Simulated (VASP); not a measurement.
Here is a VASP 6.6.1 calculation.

File POSCAR:

```
BeTe
1.0
    0.0000000000      2.7700000000      2.7700000000
    2.7700000000      0.0000000000      2.7700000000
    2.7700000000      2.7700000000      0.0000000000
Te Be
1 1
Direct
    0.7500000000      0.7500000000      0.7500000000
    0.0000000000      0.0000000000      0.0000000000
```

INCAR.step1

```
SYSTEM = BeTe
ALGO = Normal
EDIFF = 1E-5
ENCUT = 520
GGA = PE
ISIF = 2
ISMEAR = -1
LASPH = .TRUE.
LCHARG = .FALSE.
LREAL = .FALSE.
LWAVE = .TRUE.
NELM = 100
PREC = Accurate
SIGMA = 0.05
```

File INCAR.step2:

```
SYSTEM = BeTe
AEXX = 0.1
ALGO = Normal
EDIFF = 1E-7
ENCUT = 520
HFRCUT = -1
ISIF = 2
ISMEAR = -1
ISTART = 1
LASPH = .TRUE.
LCHARG = .FALSE.
LHFCALC = .TRUE.
LMIXTAU = .TRUE.
LREAL = .FALSE.
LWAVE = .FALSE.
METAGGA = R2SCAN
NELM = 100
PREC = Accurate
PRECFOCK = Fast
SIGMA = 0.05
```

Contents of KPOINTS:

```
k-points
0
G
  4 4 4
  0 0 0
```

The input KPOINTS_OPT:

```
path GXWKGLUWLK,UX
8
line-mode
reciprocal
 0.0000000000  0.0000000000  0.0000000000  G
 0.5000000000  0.0000000000  0.5000000000  X

 0.5000000000  0.0000000000  0.5000000000  X
 0.5000000000  0.2500000000  0.7500000000  W

 0.5000000000  0.2500000000  0.7500000000  W
 0.3750000000  0.3750000000  0.7500000000  K

 0.3750000000  0.3750000000  0.7500000000  K
 0.0000000000  0.0000000000  0.0000000000  G

 0.0000000000  0.0000000000  0.0000000000  G
 0.5000000000  0.5000000000  0.5000000000  L

 0.5000000000  0.5000000000  0.5000000000  L
 0.6250000000  0.2500000000  0.6250000000  U

 0.6250000000  0.2500000000  0.6250000000  U
 0.5000000000  0.2500000000  0.7500000000  W

 0.5000000000  0.2500000000  0.7500000000  W
 0.5000000000  0.5000000000  0.5000000000  L

 0.5000000000  0.5000000000  0.5000000000  L
 0.3750000000  0.3750000000  0.7500000000  K

 0.6250000000  0.2500000000  0.6250000000  U
 0.5000000000  0.0000000000  0.5000000000  X
```

Potentials or basis: VASP PAW PBE potentials, release 64 (Te, Be).

Run with:

```bash
$ cat potpaw_PBE.64/Te/POTCAR potpaw_PBE.64/Be/POTCAR > POTCAR
$ cp INCAR.step1 INCAR
$ mpirun -np 1 vasp_std > vasp.out
$ cp INCAR.step2 INCAR
$ mpirun -np 1 vasp_std > vasp.out
```

Q: Estimate the band gap along the path.

A: 2.68 eV, indirect (least direct gap 4.51 eV).

Q: What does it give for the band gap on the k mesh?

A: 2.68 eV, indirect (least direct gap 4.51 eV).

Q: What does it give for the pressure?

A: 4.5 GPa.

Levels at the corners of the path, in eV from the valence-band top:
```csv
point,band 1,band 2,band 3,band 4,band 5,band 6,band 7,band 8
Γ,-13.58,0.00,0.00,0.00,4.51,4.51,4.51,5.40
X,-11.33,-5.85,-3.05,-3.05,2.68,3.42,11.60,11.60
X,-11.33,-5.85,-3.05,-3.05,2.68,3.42,11.60,11.60
W,-11.28,-5.23,-4.25,-3.67,6.23,6.59,6.90,7.47
W,-11.28,-5.23,-4.25,-3.67,6.23,6.59,6.90,7.47
K,-11.35,-5.44,-4.46,-2.58,3.49,6.34,9.39,9.88
K,-11.35,-5.44,-4.46,-2.58,3.49,6.34,9.39,9.88
Γ,-13.58,0.00,0.00,0.00,4.51,4.51,4.51,5.40
Γ,-13.58,0.00,0.00,0.00,4.51,4.51,4.51,5.40
L,-11.94,-6.34,-1.31,-1.31,4.20,5.54,5.54,9.04
L,-11.94,-6.34,-1.31,-1.31,4.20,5.54,5.54,9.04
U,-11.35,-5.44,-4.46,-2.58,3.49,6.34,9.39,9.88
U,-11.35,-5.44,-4.46,-2.58,3.49,6.34,9.39,9.88
W,-11.28,-5.23,-4.25,-3.67,6.23,6.59,6.90,7.47
W,-11.28,-5.23,-4.25,-3.67,6.23,6.59,6.90,7.47
L,-11.94,-6.34,-1.31,-1.31,4.20,5.54,5.54,9.04
L,-11.94,-6.34,-1.31,-1.31,4.20,5.54,5.54,9.04
K,-11.35,-5.44,-4.46,-2.58,3.49,6.34,9.39,9.88
U,-11.35,-5.44,-4.46,-2.58,3.49,6.34,9.39,9.88
X,-11.33,-5.85,-3.05,-3.05,2.68,3.42,11.60,11.60
```

Caveat: the k mesh is coarse (spacing up to 0.49 Å⁻¹), so the values aren't converged, least of all with exact exchange; the PAW data sets were made with another functional, which shifts forces and pressure a little; spin-orbit coupling is left out, which moves the levels of the heavy elements.
